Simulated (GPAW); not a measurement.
Wanted: an ASE script for a GPAW 26.7.0 run.

```
Task                : single point
Functional          : PBE
Potentials or basis : GPAW PAW data sets (gpaw-data 1.2.1)
Cutoff              : 600 eV
Basis               : pw
k mesh              : 12 × 12 × 12
Occupations         : gaussian, width 0.017 eV
Spin                : no spin polarisation
Maxiter             : 150
```

The structure of Rh lies in POSCAR:

```
Rh
1.0
    0.0000000000      1.8978500000      1.8978500000
    1.8978500000      0.0000000000      1.8978500000
    1.8978500000      1.8978500000      0.0000000000
Rh
1
Direct
    0.0000000000      0.0000000000      0.0000000000
```

The input as run:

run.py

```python
from ase.dft.bandgap import bandgap
from ase.io import read, write
from ase.units import Bohr, GPa
from gpaw import GPAW, PW
from gpaw.elf import elf_from_dft_calculation

atoms = read('POSCAR')

calc = GPAW(mode=PW(600),
            xc='PBE',
            kpts={'size': (12, 12, 12), 'gamma': True},
            occupations={'name': 'methfessel-paxton', 'order': 0, 'width': 0.017},
            nbands=16,
            convergence={'density': 1e-05, 'energy': 1e-05},
            maxiter=150,
            txt='gpaw.txt')
atoms.calc = calc
energy = atoms.get_potential_energy()
forces = atoms.get_forces()
stress = atoms.get_stress()
calc.write('gs.gpw')
write('result.traj', atoms)
print(f'Energy: {energy:.6f} eV')
print('Forces (eV/A):')
print(forces.round(4))
print('Stress (GPa):', (stress / GPa).round(3))
print('Fermi level:', round(calc.get_fermi_level(), 4), 'eV')
print(f'Gap: {bandgap(calc)[0]:.4f} eV, direct: {bandgap(calc, direct=True)[0]:.4f} eV')

# fields on the real-space grid
write('density.cube', atoms, data=calc.get_pseudo_density() * Bohr**3)
write('potential.cube', atoms, data=calc.get_electrostatic_potential())
write('elf.cube', atoms, data=elf_from_dft_calculation(calc).data)
```

Potentials or basis: GPAW PAW data sets (gpaw-data 1.2.1), pw.

Run with:

```bash
$ OMP_NUM_THREADS=1 python run.py
```

It gave:

```json
{
  "Pressure": "9.2 GPa",
  "Band gap on the k mesh": "none (metal or under the smearing width)"
}
```

It took 7.8 s on 1 thread of Intel(R) Xeon(R) Platinum 8488C (Sapphire Rapids), with other jobs on the host, peak memory 0.14 GiB.
